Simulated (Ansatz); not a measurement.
System: wurtzite BeO. Method: PBE-D3(BJ) (PAW; Ansatz, a quantum-chemistry and plane-wave program).

The run printed, among other lines:

```
Relaxation: its limit of steps is 80 (relax.max_steps)
Crystal: 4 atoms, lattice volume = 26.846 Å³
Basis set: ecut = 520 eV, 701 PW (Γ), exchange–correlation on 40×40×72 points (8 copies of the dense FFT grid, shifted against one another)
Bands: 12, of which v1, the nominal top of the filled ones, is band 8 counted from 1 (7 counted from 0)
Symmetry: 12 space group operations
Space group: P63mc (ITA 186), of the structure as read, at distance tolerance 3.0e-5 Å
k-points: 185 of 2592 (time reversal used)
Functional: x = pbe(κ = 0.804, μ = 0.2195149727645171), c = pbe(β = 0.06672455060314922)
SCF iter   1: F=—  HF=-1327.273632 eV  |F-HF|=—  |Δ(HF+E_count)|=         —  Δρ=1.29e-3  dr2=4.43e-5
SCF iter   2: F=—  HF=-1327.274095 eV  |F-HF|=—  |Δ(HF+E_count)|=   4.63e-4  Δρ=6.83e-4  dr2=2.82e-5
  ...
SCF 1 converged in 6 iterations: F = -1327.274081 eV  dr2 = 5.57e-11
Crystal: 4 atoms, lattice volume = 26.846 Å³
Initial density: handed on by an earlier stage of this run
SCF iter   4: F=—  HF=-1327.274081 eV  |F-HF|=—  |Δ(HF+E_count)|=  8.03e-11  Δρ=8.55e-7  dr2=6.30e-11
SCF iter   5: F=-1327.274081 eV  HF=-1327.274081 eV  |F-HF|=9.09e-13  |Δ(HF+E_count)|=  6.78e-11  Δρ=7.93e-8  dr2=4.60e-13
SCF 2 converged in 5 iterations: F = -1327.274081 eV  dr2 = 4.60e-13
SCF converged after 5 iterations
Free energy (F): -1327.274081 eV
Internal energy: -1327.274081 eV  (E = F + TS)
E sigma→0 (E₀):  -1327.274081 eV
Fermi energy:    10.218870 eV
--- Forces (eV/Å), atoms counted from 1 ---
  atom   1  Be    -0.00000000    -0.00000000     0.00167012
  atom   2  Be     0.00000000     0.00000000     0.00167012
  atom   3  O      0.00000000     0.00000000    -0.00167528
  atom   4  O     -0.00000000    -0.00000000    -0.00167528
--- Stress (GPa, compression-positive) ---
        4.592086       0.000000      -0.000000
        0.000000       4.592086       0.000000
       -0.000000       0.000000       4.581117
  P = ⅓ Tr σ = 4.5884 GPa (45.884 kbar)
```

Question: Write an input file that could have produced this run (the log leaves some choices open).

Answer: One answer among several that fit: 
Ansatz 0.2 input:
```yaml
crystal:
  lattice:
    - [1.3361853443, -2.3143409046, 0.0]
    - [1.3361853443, 2.3143409046, 0.0]
    - [0.0, 0.0, 4.3406304357]
  atoms:
    - { symbol: Be, position: [0.6666666667, 0.3333333333, 0.5001524036] }
    - { symbol: Be, position: [0.3333333333, 0.6666666667, 0.0001524036] }
    - { symbol: O, position: [0.6666666667, 0.3333333333, 0.8778475964] }
    - { symbol: O, position: [0.3333333333, 0.6666666667, 0.3778475964] }
basis:
  ecutwfc: 520
  ecutrho_ratio: 4
  xc_grid: 2
kpoints:
  mp_grid: { grid: [18, 18, 8] }
hamiltonian:
  xc: pbe
  dispersion: d3bj
  pseudopotentials: { kind: paw }
scf:
  occupations: { method: fermi_dirac, width: 0.01 }
output:
  forces: true
  stress: true
  eigenvalues: true
relax:
  f_tol: 0.004
  escape_saddle: false
  max_steps: 80
  cell: { stress_tol: 0.02, fix: [volume] }
```

The cell is one volume of an energy–volume scan, off the minimum.
